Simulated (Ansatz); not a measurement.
**Pt (P6_3/mmc): electronic heat capacity and spin susceptibility from the density of states**

All numbers below come from Ansatz, DFT PBE, scalar-relativistic, plane waves, PAW.

Cutoff 420 eV; k points 18×18×10 on the computed 2-atom cell (Γ-centred); Gaussian smearing, width 0.10 eV; no spin polarisation.

Relaxed cell: P6_3/mmc, a = 2.759 Å, b = 2.759 Å, c = 4.781 Å, α = 90.00°, β = 90.00°, γ = 120.00°, 2 atoms in the primitive cell. This form isn't the element's structure at ambient conditions.

The density of states at the Fermi level is 3.571 states/eV in the cell of 2 atoms (2 formula units; both spins, tetrahedra on a 27×27×15 mesh).

Task: What Sommerfeld coefficient and Pauli susceptibility does this give?

Result: Per formula unit N(E_F) = 1.785 states/eV. γ = (π²/3) k_B² N(E_F) N_A = 2.357 mJ/(mol K²) per state/eV, so γ = 4.2 mJ/(mol K²), a mole of formula units. χ_P = μ_B² N(E_F) N_A = 3.23×10⁻⁵ emu/mol per state/eV gives 5.8×10⁻⁵ emu/mol. This is the bare band result: a measured γ of the same phase is as a rule larger by a factor 1 + λ from phonons and spin fluctuations, the spin part of χ is larger by the Stoner factor, and a measured χ also holds orbital and core terms. N(E_F) at one energy is sensitive to the mesh where the density of states has sharp peaks.

Spin-orbit coupling is left out, which matters for the bands of heavy elements.

Cost: 1 run of about 0.53 core-minutes, on Arm Neoverse V1 (shared hosts).